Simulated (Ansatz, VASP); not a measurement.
One calculation of Si, two programs

```
CELL_PARAMETERS angstrom
0.00000 2.72000 2.72000
2.72000 0.00000 2.72000
2.72000 2.72000 0.00000
ATOMIC_POSITIONS crystal
Si 0.00000 0.00000 0.00000
Si 0.25000 0.25000 0.25000
```

The cell was built by a generator and needn't be a form met in nature.

Alike in both runs: task relaxation of cell and atoms; functional PBE; dispersion D3(BJ); k mesh 10 × 10 × 10; occupations gaussian, width 0.02 eV; no spin polarisation.

|  | VASP | Ansatz |
| --- | --- | --- |
| version | VASP 6.6.1 | Ansatz 0.2.0 |
| potentials or method | VASP PAW PBE potentials, release 64 (Si) | scalar-relativistic, plane waves, PAW |
| plane-wave cutoff (eV) | 600 | 420 |
| valence electrons in the cell | 8 | 8 |

Ansatz gave:

```
gap on the k mesh at the Fermi level, each at its own relaxed structure (eV) : 0.57
relaxed volume (Å³/atom)                                                     : 19.91
relaxed cell length with the largest relative difference (Å)                 : 3.833
```

Problem. What did VASP give for the same quantities?

Solution. gap on the k mesh at the Fermi level, each at its own relaxed structure (eV): 0.57; relaxed volume (Å³/atom): 19.90; relaxed cell length with the largest relative difference (Å): 3.832.

A k mesh can miss the band edges. A hybrid or GW would open this gap; PBE tends to underestimate it.
